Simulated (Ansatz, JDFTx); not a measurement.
Given: the input of a run of JDFTx 1.7.0 (patched build) on V. This isn't the form of V at room conditions, which is bcc.

Contents of V.in:

```
lattice \
    4.9214026021    -2.4607013009     0.0000000000 \
    0.0000000000     4.2620596755     0.0000000000 \
    0.0000000000     0.0000000000     8.9258114346
coords-type Lattice
ion V      0.3333333333     0.6666666667     0.2500000000 1
ion V      0.6666666667     0.3333333333     0.7500000000 1

ion-species pseudo/V.upf
elec-cutoff 42 336
elec-ex-corr gga-PBEsol
kpoint-folding 12 12 6
elec-smearing Fermi 0.0018374661
elec-n-bands 22
spintype z-spin
initial-magnetic-moments V 2 2
elec-initial-magnetization 4 no
electronic-SCF nIterations 100 energyDiffThreshold 1e-09
electronic-minimize nIterations 30 energyDiffThreshold 1e-7
converge-empty-states yes
forces-output-coords Cartesian

dump-name run.$VAR
dump End Ecomponents EigStats BandEigs Kpoints Forces Stress ElecDensity Dtot
```

Potentials or basis: PseudoDojo-SR-PBEsol-0.4.1-standard with smoothed tails.

Command:

```console
$ jdftx -c 1 -i V.in -o V.out
```

**Question.** What does the same run look like in Ansatz 0.2.0? Potentials or basis there: all-electron LAPW, scalar-relativistic.

**Answer.** As run (cutoffs and basis follow the program's own potentials, and thresholds, step limits or extra output files can differ):

File input.yaml:

```yaml
crystal:
  lattice:
    - [2.6042941027, 0.0, 0.0]
    - [-1.3021470513, 2.2553848518, 0.0]
    - [0.0, 0.0, 4.723336]
  atoms:
    - { symbol: V, position: [0.3333333333, 0.6666666667, 0.25], spin: 2.0 }
    - { symbol: V, position: [0.6666666667, 0.3333333333, 0.75], spin: 2.0 }
kpoints:
  mp_grid: { grid: [12, 12, 6] }
scf:
  occupations: { method: fermi_dirac, width: 0.05 }
hamiltonian:
  xc: pbesol
  pseudopotentials: { kind: all_electron, lapw: { basis_error: 0.001 } }
magnetization:
  spin_polarized: true
output:
  forces: true
  stress: true
  eigenvalues: true
  populations: true
```

Potentials or basis: all-electron LAPW, scalar-relativistic.

Command:

```sh
$ ansatz run input.yaml --threads 2 --pin off --max-ram 6144MiB --backend cpu --events-out ev --progress --plain --runs-dir out
```

Both were run:

|  | JDFTx | Ansatz |
| --- | --- | --- |
| Pressure | -7.2 GPa | -7.2 GPa |
| Net moment | 0.00 μB per cell | 0.00 μB per cell |
| Absolute moment | 0.00 μB per cell | 0.00 μB per cell |

Where Ansatz's input types no cutoff or centring, it takes its own default and a Γ-centred mesh.

The magnetic state is the one that the start led to; the real crystal's order can differ.

Pressure is positive in compression.
